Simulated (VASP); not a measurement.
Here is a VASP 6.6.1 calculation.

Contents of INCAR:

```
SYSTEM = HCClO
ALGO     = Normal         ! electronic algorithm
EDIFF    = 1E-6           ! SCF threshold, eV
ENCUT    = 520            ! plane-wave cutoff, eV
GGA      = PE             ! functional
ISIF     = 2              ! what is computed and relaxed
ISMEAR   = -1             ! smearing method
LASPH    = .TRUE.         ! aspherical terms in the spheres
LCHARG   = .TRUE.         ! write CHGCAR
LELF     = .TRUE.         ! ELF
LREAL    = .FALSE.        ! projectors in reciprocal space
LVHAR    = .TRUE.       
LWAVE    = .FALSE.        ! write WAVECAR
NBANDS   = 28             ! bands
NELM     = 100            ! most SCF steps
PREC     = Accurate       ! precision mode
SIGMA    = 0.05           ! smearing width, eV
```

File KPOINTS:

```
k-points
0
G
  3 3 4
  0 0 0
```

File POSCAR:

```
HCClO
1.0
    5.1037400000      0.1545090000     -0.0974840000
   -0.4924420000      4.9983520000      0.8527680000
   -0.0990510000      0.2939980000      3.5120270000
C Cl O H
2 2 2 2
Direct
    0.3388207653      0.8444892510      0.8065755741
    0.0667880818      0.8635144260      0.2821297500
    0.7079966872      0.6078933034      0.6589617314
    0.4715968971      0.1976153041      0.2178864639
    0.2520622863      0.4901617696      0.5348167221
    0.9975867744      0.2553346183      0.9513587331
    0.9983370318      0.5141202564      0.2915289616
    0.0872741613      0.1890461792      0.5667317769
```

Potentials or basis: VASP PAW PBE potentials, release 64 (C, Cl, O, H).

Command:

```bash
$ cat potpaw_PBE.64/C/POTCAR potpaw_PBE.64/Cl/POTCAR potpaw_PBE.64/O/POTCAR potpaw_PBE.64/H/POTCAR > POTCAR
$ mpirun -np 1 vasp_std > vasp.out
```

(1) Estimate the band gap on the k mesh.

(2) Predict the pressure.

(3) Predict the largest force.

## Answers

(1) none (metal or under the smearing width).

(2) -7.2 GPa.

(3) 3.362 eV/Å.

Caveat: the k mesh is coarse (spacing up to 0.46 Å⁻¹), so the values aren't converged.
